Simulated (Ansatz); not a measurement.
# CdS: zone-centre modes

Level of theory: DFT PBE, scalar-relativistic, plane waves, PAW (Ansatz 0.2.0). Settings: 420 eV plane-wave cutoff, Γ-centred 12×12×12 mesh, fixed occupations. No spin polarisation. Phonons by linear response, acoustic sum rule imposed.

The cell, relaxed at this level:
```xyz
2
Lattice="0.0000 2.7475 2.7475 2.7475 0.0000 2.7475 2.7475 2.7475 0.0000" Properties=species:S:1:pos:R:3 pbc="T T T"
Cd    0.0000    0.0000    0.0000
S     2.7475    2.7475    2.7475
```

It was relaxed at this level from a Materials Project cell.

(1) Is this structure stable against zone-centre distortions?

(2) List the optical modes at Γ without the LO field (i marks imaginary ones).

## Answers

(1) Yes, at Γ: no optical mode is imaginary. Strains and other wave vectors aren't tested by this run.

(2)
```csv
frequency (cm⁻¹),degeneracy,IR intensity of the level ((D/Å)²/amu)
119,3,24.89
```
